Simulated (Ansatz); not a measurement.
We consider cubic perovskite BaSnO₃, described by BLYP (Ansatz, a first-principles code, PAW).

Settings: plane-wave cutoff 520 eV, 8×8×8 k mesh, Fermi–Dirac smearing 0.01 eV, scalar-relativistic PAW data made under PBE.

Cell (relaxed at this level):

```
BaSnO3
1.0
    4.22782     0.00000     0.00000
    0.00000     4.22782     0.00000
    0.00000     0.00000     4.22782
Ba Sn O
1 1 3
Direct
  0.00000   0.00000   0.00000
  0.50000   0.50000   0.50000
  0.50000   0.00000   0.50000
  0.00000   0.50000   0.50000
  0.50000   0.50000   0.00000
```

Question: Predict the bulk modulus, band gap, smallest direct gap on the k points sampled and pressure derivative B′ of the bulk modulus.

Answer: 
* **bulk modulus**: 119 GPa
* **band gap**: 0.05 eV
* **smallest direct gap on the k points sampled**: 0.53 eV
* **pressure derivative B′ of the bulk modulus**: 5.2

Measured, for comparison: band gap 2.95 eV (temperature not stated, no zero-point or thermal correction, indirect, from the absorption edge of a single crystal; as tabulated in Kim et al. (2012), arXiv:1207.0764).

Spin–orbit coupling is not included; it can close the smallest gap of 0.05 eV.

Static lattice: no zero-point or thermal effects.

The result took very roughly 70 core-seconds.
